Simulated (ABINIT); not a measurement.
# ZnO (zincite) (P6_3mc) in ABINIT: band structure with r2SCAN

Aim: the band structure of ZnO (zincite) with r2SCAN.

Program: ABINIT 10.8.3 (patched build). These are calculated values, not measurements. Logs are shortened: lines on timing, memory, paths and dates and some standing lists are left out, and cuts for length are marked. The log counts tension as positive stress, the text compression.

**Measured values to compare with.**

“Electronic structure of alkaline earth and post-transition metal oxides”, 2009, arxiv:0908.1581 quotes, for a bulk crystal of ZnO: band gap 3.37 eV.

The runs below are set against these values where they give the same quantity.

## (1) The crystal as given

The structure is hexagonal, space group P6_3mc (No. 186). The conventional cell has a = 3.249 Å, b = 3.249 Å, c = 5.206 Å, α = 90.00°, β = 90.00°, γ = 120.00°. Zn (site symmetry 3m) is surrounded by 4 O at 1.97 to 1.98 Å. Around O (site symmetry 3m) lie 4 Zn at 1.97 to 1.98 Å.

## (2) Band structure, r2SCAN

run.abi

```
# Datasets: ground state, then fixed potential
ndtset 2

# Pseudopotentials
pp_dirpath "./"
pseudos "Zn.GGA_PBE-JTH.xml, O.GGA_PBE-JTH.xml"

# Structure
acell 3*1.0
rprim
     6.1403022146     0.0000000000     0.0000000000
    -3.0701511073     5.3176577047     0.0000000000
     0.0000000000     0.0000000000     9.8373642945
ntypat 2
znucl 30 8
natom 4
typat 1 1 2 2
xred
     0.6666666667     0.3333333333     0.0000000000
     0.3333333333     0.6666666667     0.5000000000
     0.3333333333     0.6666666667     0.8790100000
     0.6666666667     0.3333333333     0.3790100000

# Plane-wave basis
ecut 28.0
pawecutdg 50.0

# Exchange and correlation
ixc -497498
usekden 1
pawxcdev 0

# Bands and occupations
occopt 3
tsmear 0.00183747

# SCF cycle
nstep 100

# Output
iomode 3
prtwf 0
prteig 0
prtebands 0
enunit 1
prtden1 1
prtkden1 1

# Dataset 1
kptopt1 1
ngkpt1 9 9 5
nshiftk1 1
shiftk1 0.0 0.0 0.0
nband1 22
tolvrs1 1.0e-7

# Dataset 2: bands along G-M-K-G-A-L-H-A
iscf2 -2
getden2 1
getkden2 1
nband2 28
nbdbuf2 4
tolwfr2 1.0e-11
kptopt2 -7
ndivsm2 8
prteig2 1
kptbounds2
     0.0000000000     0.0000000000     0.0000000000
     0.5000000000     0.0000000000     0.0000000000
     0.3333333333     0.3333333333     0.0000000000
     0.0000000000     0.0000000000     0.0000000000
     0.0000000000     0.0000000000     0.5000000000
     0.5000000000     0.0000000000     0.5000000000
     0.3333333333     0.3333333333     0.5000000000
     0.0000000000     0.0000000000     0.5000000000
```

Potentials or basis: JTH PAW PBE v2.0.

Run with:

```sh
$ abinit run.abi > log 2>&1
```

run.abo:

```text
.Version 10.8.3 of ABINIT
 DATASET    1 : space group P6_3 m c (#186); Bravais hP (primitive hexag.)
================================================================================
 Values of the parameters that define the memory need for DATASET  1.
     intxc =       0    ionmov =       0      iscf =      17    lmnmax =      18
     lnmax =       6     mgfft =      48  mpssoang =       3    mqgrid =    3132
     natom =       4  nloc_mem =       2    nspden =       1   nspinor =       1
    nsppol =       1      nsym =      12    n1xccc =       1    ntypat =       2
    occopt =       3   xclevel =       2
       mpw =        2298          nfft =       43200          nkpt =          36
 PAW method is used; the additional fine FFT grid is defined by:
   mgfftf=        64    nfftf =    102400
================================================================================
================================================================================

 DATASET    2 : space group P6_3 m c (#186); Bravais hP (primitive hexag.)
================================================================================
 Values of the parameters that define the memory need for DATASET  2.
     intxc =       0    ionmov =       0      iscf =      -2    lmnmax =      18
     lnmax =       6     mgfft =      48  mpssoang =       3    mqgrid =    3132
     natom =       4  nloc_mem =       2    nspden =       1   nspinor =       1
    nsppol =       1      nsym =      12    n1xccc =       1    ntypat =       2
    occopt =       3   xclevel =       2
       mpw =        2316          nfft =       43200          nkpt =          91
 PAW method is used; the additional fine FFT grid is defined by:
   mgfftf=        64    nfftf =    102400
================================================================================
================================================================================

--------------------------------------------------------------------------------
------------- Echo of variables that govern the present computation ------------
--------------------------------------------------------------------------------
 -outvars: echo values of preprocessed input variables --------
            acell      1.0000000000E+00  1.0000000000E+00  1.0000000000E+00 Bohr
              amu      6.53900000E+01  1.59994000E+01
             ecut      2.80000000E+01 Hartree
           enunit           1
           getden1          0
           getden2          1
          getkden1          0
          getkden2          1
             iscf1         17
             iscf2         -2
                       outvar_i_n : Printing only first  50 k-points.
              ixc     -497498
           jdtset        1    2
                       outvar_i_n : Printing only first  50 k-points.
           kptopt1          1
           kptopt2         -7
         kptrlatt        9    0    0      0    9    0      0    0    5
          kptrlen1     4.91868215E+01
          kptrlen2     3.00000000E+01
            natom           4
            nband1         22
            nband2         28
           nbdbuf1          0
           nbdbuf2          4
           ndtset           2
           ndivsm1          0
           ndivsm2          8
            ngfft          30      30      48
          ngfftdg          40      40      64
             nkpt1         36
             nkpt2         91
            nstep         100
             nsym          12
           ntypat           2
           occopt           3
        pawecutdg      5.00000000E+01 Hartree
         pawxcdev           0
        prtebands           0
           prteig1          0
           prteig2          1
          prtkden           1
            prtwf           0
            rprim      6.1403022146E+00  0.0000000000E+00  0.0000000000E+00
                      -3.0701511073E+00  5.3176577047E+00  0.0000000000E+00
                       0.0000000000E+00  0.0000000000E+00  9.8373642945E+00
           shiftk1     0.00000000E+00  0.00000000E+00  0.00000000E+00
           shiftk2     5.00000000E-01  5.00000000E-01  5.00000000E-01
          spgroup         186
           tolvrs1     1.00000000E-07
           tolvrs2     0.00000000E+00
           tolwfr1     0.00000000E+00
[... 312 lines left out ...]
 Non-SCF case, kpt    1 (  0.00000  0.00000  0.00000), residuals and eigenvalues=
  8.53E-12  4.85E-12  4.22E-12  2.03E-12  3.93E-12  7.91E-12  4.16E-12  2.69E-12
  3.04E-12  9.21E-13  7.78E-12  4.93E-12  7.13E-12  7.52E-12  8.43E-12  8.64E-12
  4.33E-12  4.55E-12  7.69E-12  9.33E-12  5.80E-12  4.70E-12  5.56E-12  5.77E-12
  8.96E-12  4.12E-11  9.71E-08  3.82E-07
 -4.8922E-01 -4.6373E-01 -2.4910E-03 -2.4910E-03 -9.6645E-04  3.2074E-03
  5.2957E-03  5.2957E-03  4.3506E-02  4.3506E-02  5.1211E-02  5.1211E-02
  6.0618E-02  1.8131E-01  1.8131E-01  2.0896E-01  2.1175E-01  2.1175E-01
  2.5619E-01  4.2558E-01  5.3704E-01  7.1320E-01  7.1320E-01  7.6183E-01
  7.6363E-01  7.6363E-01  8.4114E-01  9.0784E-01
 Non-SCF case, kpt    2 (  0.03333  0.00000  0.00000), residuals and eigenvalues=
[... 885 lines left out ...]
  6.1984E-04  6.1984E-04  4.8154E-02  4.8154E-02  4.8161E-02  4.8161E-02
  1.2977E-01  1.2977E-01  1.9548E-01  1.9548E-01  1.9629E-01  1.9629E-01
  3.5688E-01  3.5688E-01  6.0981E-01  6.0981E-01  7.2037E-01  7.2037E-01
  7.2431E-01  7.2431E-01  9.0724E-01  9.0724E-01
 Non-SCF case, kpt   91 (  0.00000  0.00000  0.50000), residuals and eigenvalues=
  3.21E-12  8.97E-12  4.42E-12  8.89E-12  3.45E-12  4.64E-12  4.90E-12  7.51E-12
  5.28E-12  9.32E-12  2.89E-12  6.40E-12  2.84E-12  9.15E-12  2.10E-12  2.64E-12
  1.82E-12  9.56E-13  4.76E-12  6.42E-12  8.52E-12  2.68E-12  9.60E-12  6.94E-12
  4.81E-12  5.36E-12  1.21E-08  1.38E-07
 -4.7679E-01 -4.7679E-01 -9.4072E-03 -9.4072E-03  4.4452E-04  4.4452E-04
  4.4452E-04  4.4452E-04  4.8163E-02  4.8163E-02  4.8163E-02  4.8163E-02
  1.2978E-01  1.2978E-01  1.9674E-01  1.9674E-01  1.9674E-01  1.9674E-01
  3.5546E-01  3.5546E-01  6.0993E-01  6.0993E-01  7.2387E-01  7.2387E-01
  7.2387E-01  7.2387E-01  9.0456E-01  9.0456E-01

Result for kinetic energy density :

--------------------------------------------------------------------------------
 Total kinetic energy density [Ha/Bohr^3]
)     Maximum=    2.6859E+00  at reduced coord.    0.3500    0.6750    0.8750
)     Minimum=    1.9155E-03  at reduced coord.    0.0000    0.0000    0.1719
   Integrated=    2.8449E+01
--------------------------------------------------------------------------------

--- !ResultsGS
iteration_state: {dtset: 2, }
comment   : Summary of ground state results
lattice_vectors:
- [  6.1403022,   0.0000000,   0.0000000, ]
- [ -3.0701511,   5.3176577,   0.0000000, ]
- [  0.0000000,   0.0000000,   9.8373643, ]
lattice_lengths: [   6.14030,    6.14030,    9.83736, ]
lattice_angles: [ 90.000,  90.000, 120.000, ] # degrees, (23, 13, 12)
lattice_volume:   3.2120987E+02
convergence: {deltae:  0.000E+00, res2:  0.000E+00, residm:  9.991E-12, diffor:  0.000E+00, }
etotal    :  -1.47227592E+02
entropy   :   0.00000000E+00
fermie    :   2.35419763E-01
cartesian_stress_tensor: null
pressure_GPa: null
xred      :
- [  6.6667E-01,   3.3333E-01,   0.0000E+00, Zn]
- [  3.3333E-01,   6.6667E-01,   5.0000E-01, Zn]
- [  3.3333E-01,   6.6667E-01,   8.7901E-01,  O]
- [  6.6667E-01,   3.3333E-01,   3.7901E-01,  O]
cartesian_forces: null
force_length_stats: {min: null, max: null, mean: null, }
...

 Integrated electronic density in atomic spheres:
 ------------------------------------------------
 Atom  Sphere_radius  Integrated_density
    1        2.30770         10.86726280
    2        2.30770         10.86726280
    3        1.41465          4.55648672
    4        1.41465          4.55648672

================================================================================

 ----iterations are completed or convergence reached----

 Mean square residual over all n,k,spin=   54.488E-13; max=  99.906E-13
 reduced coordinates (array xred) for    4 atoms
       0.666666666667      0.333333333333      0.000000000000
       0.333333333333      0.666666666667      0.500000000000
       0.333333333333      0.666666666667      0.879010000000
       0.666666666667      0.333333333333      0.379010000000

 cartesian coordinates (angstrom) at end:
    1      1.62465399890959     0.93799442360032     0.00000000000000
    2     -0.00000000000000     1.87598884720064     2.60285449823433
    3     -0.00000000000000     1.87598884720064     4.57587026498591
    4      1.62465399890959     0.93799442360032     1.97301576675159
 length scales=  1.000000000000  1.000000000000  1.000000000000 bohr
              =  0.529177210544  0.529177210544  0.529177210544 angstroms
 Eigenvalues (   eV  ) for nkpt=  91  k points:
 kpt#   1, nband= 28, wtk=  1.00000, kpt=  0.0000  0.0000  0.0000 (reduced coord)
 -13.31244  -12.61862   -0.06778   -0.06778   -0.02630    0.08728    0.14410    0.14410
   1.18386    1.18386    1.39351    1.39351    1.64951    4.93362    4.93362    5.68621
   5.76197    5.76197    6.97130   11.58054   14.61367   19.40717   19.40717   20.73049
  20.77938   20.77938   22.88850   24.70359
 kpt#   2, nband= 28, wtk=  1.00000, kpt=  0.0333  0.0000  0.0000 (reduced coord)
 -13.30654  -12.61600   -0.07574   -0.06410   -0.02068    0.09382    0.14569    0.14927
   1.18126    1.18336    1.39415    1.39836    1.64812    4.89233    4.91797    5.66969
   5.67939    5.75369    7.07703   11.63028   14.61234   19.24641   19.41961   20.67349
  20.76374   20.79796   22.90990   24.58875
 kpt#   3, nband= 28, wtk=  1.00000, kpt=  0.0667  0.0000  0.0000 (reduced coord)
 -13.28900  -12.60830   -0.09613   -0.05308   -0.00748    0.10808    0.15672    0.16474
   1.17360    1.18212    1.39598    1.41288    1.64406    4.77104    4.87183    5.45875
   5.65595    5.72953    7.33322   11.77456   14.60822   18.84527   19.45653   20.39294
  20.83232   20.84795   22.82215   24.29518
 kpt#   4, nband= 28, wtk=  1.00000, kpt=  0.1000  0.0000  0.0000 (reduced coord)
 -13.26036  -12.59596   -0.12603   -0.03543    0.00994    0.11548    0.19017    0.19336
[... 424 lines left out ...]
 -12.95578  -12.95578   -0.27013   -0.27013    0.02550    0.02550    0.03209    0.03209
   1.30958    1.30958    1.31048    1.31048    3.52950    3.52950    5.22285    5.22285
   5.30446    5.30446    9.82276    9.82276   16.58173   16.58173   19.35370   19.35370
  19.74242   19.74242   24.82169   24.82169
 kpt#  90, nband= 28, wtk=  1.00000, kpt=  0.0196  0.0196  0.5000 (reduced coord)
 -12.96941  -12.96941   -0.25964   -0.25964    0.01572    0.01572    0.01687    0.01687
   1.31033    1.31033    1.31053    1.31053    3.53129    3.53129    5.31932    5.31932
   5.34131    5.34131    9.71126    9.71126   16.59386   16.59386   19.60238   19.60238
  19.70944   19.70944   24.68718   24.68718
 kpt#  91, nband= 28, wtk=  1.00000, kpt=  0.0000  0.0000  0.5000 (reduced coord)
 -12.97401  -12.97401   -0.25598   -0.25598    0.01210    0.01210    0.01210    0.01210
   1.31060    1.31060    1.31060    1.31060    3.53151    3.53151    5.35361    5.35361
   5.35361    5.35361    9.67245    9.67245   16.59698   16.59698   19.69757   19.69757
  19.69757   19.69757   24.61421   24.61421

== END DATASET(S) ==============================================================
================================================================================

 -outvars: echo values of variables after computation  --------
            acell      1.0000000000E+00  1.0000000000E+00  1.0000000000E+00 Bohr
           etotal1    -1.4722759246E+02
            fcart1     4.3851998306E-29 -7.5953889081E-29 -1.4131765918E-03
                      -1.3155599492E-28  2.2786166724E-28 -1.4131765918E-03
                       4.3851998306E-29 -7.5953889081E-29  1.4131765918E-03
                       4.3851998306E-29 -7.5953889081E-29  1.4131765918E-03
            rprim      6.1403022146E+00  0.0000000000E+00  0.0000000000E+00
                      -3.0701511073E+00  5.3176577047E+00  0.0000000000E+00
                       0.0000000000E+00  0.0000000000E+00  9.8373642945E+00
           strten1     5.9132189926E-05  5.9132190121E-05  3.4323569574E-06
                       0.0000000000E+00  0.0000000000E+00  0.0000000000E+00
           xangst      1.6246539989E+00  9.3799442360E-01  0.0000000000E+00
                      -1.2714472962E-17  1.8759888472E+00  2.6028544982E+00
                      -1.2714472962E-17  1.8759888472E+00  4.5758702650E+00
                       1.6246539989E+00  9.3799442360E-01  1.9730157668E+00
             xred      6.6666666667E-01  3.3333333333E-01  0.0000000000E+00
                       3.3333333333E-01  6.6666666667E-01  5.0000000000E-01
                       3.3333333333E-01  6.6666666667E-01  8.7901000000E-01
                       6.6666666667E-01  3.3333333333E-01  3.7901000000E-01
 Calculation completed.
```

Wall time 12 min (1 thread of Intel Xeon 6975P-C (Granite Rapids), shared host); peak memory 0.21 GiB.

What came out:

| Quantity | Value |
| --- | --- |
| Free energy | -4006.2669 eV |
| Pressure | -1.2 GPa |
| Largest force | 0.073 eV/Å |
| Band gap on the k mesh | 1.21 eV, direct |
| Band gap along the path | 1.21 eV, direct |
| Valence electrons inside the program's atomic spheres | Zn 10.87; O 4.56 |

Forces on the atoms (eV/Å):
```
Zn   0.000  0.000 -0.073
Zn   0.000  0.000 -0.073
O    0.000  0.000  0.073
O    0.000  0.000  0.073
```

Levels at the corners of the path, in eV from the valence-band top:
| point | band 14 | band 15 | band 16 | band 17 | band 18 | band 19 | band 20 | band 21 | band 22 | band 23 |
| --- | --- | --- | --- | --- | --- | --- | --- | --- | --- | --- |
| Γ | -0.83 | -0.83 | -0.08 | 0.00 | 0.00 | 1.21 | 5.82 | 8.85 | 13.65 | 13.65 |
| M | -3.55 | -2.85 | -2.33 | -1.29 | -0.84 | 6.38 | 7.35 | 8.12 | 9.23 | 11.41 |
| K | -3.56 | -3.56 | -1.94 | -1.94 | -1.73 | 8.14 | 8.38 | 8.38 | 8.65 | 11.58 |
| Γ | -0.83 | -0.83 | -0.08 | 0.00 | 0.00 | 1.21 | 5.82 | 8.85 | 13.65 | 13.65 |
| A | -2.23 | -0.41 | -0.41 | -0.41 | -0.41 | 3.91 | 3.91 | 10.84 | 10.84 | 13.94 |
| L | -3.78 | -1.54 | -1.54 | -1.38 | -1.38 | 6.25 | 6.25 | 9.11 | 9.11 | 12.01 |
| H | -3.73 | -2.71 | -2.71 | -1.26 | -1.26 | 8.50 | 8.50 | 8.70 | 8.70 | 9.55 |
| A | -2.23 | -0.41 | -0.41 | -0.41 | -0.41 | 3.91 | 3.91 | 10.84 | 10.84 | 13.94 |

Caveat: totals of a meta-GGA on PAW files have another zero than those of a GGA; the PAW data sets were made with another functional, which shifts forces and pressure a little.

## (3) Against experiment

Step 2. A measured gap of ZnO is 3.37 eV (quoted in “Electronic structure of alkaline earth and post-transition metal oxides”, 2009, arxiv:0908.1581); the calculated 1.21 eV misses it by -2.16 eV. So large a miss can be the level of theory's own, or it may mean another phase, state or a wrong row. The value is that of r2SCAN, without temperature or zero-point motion.
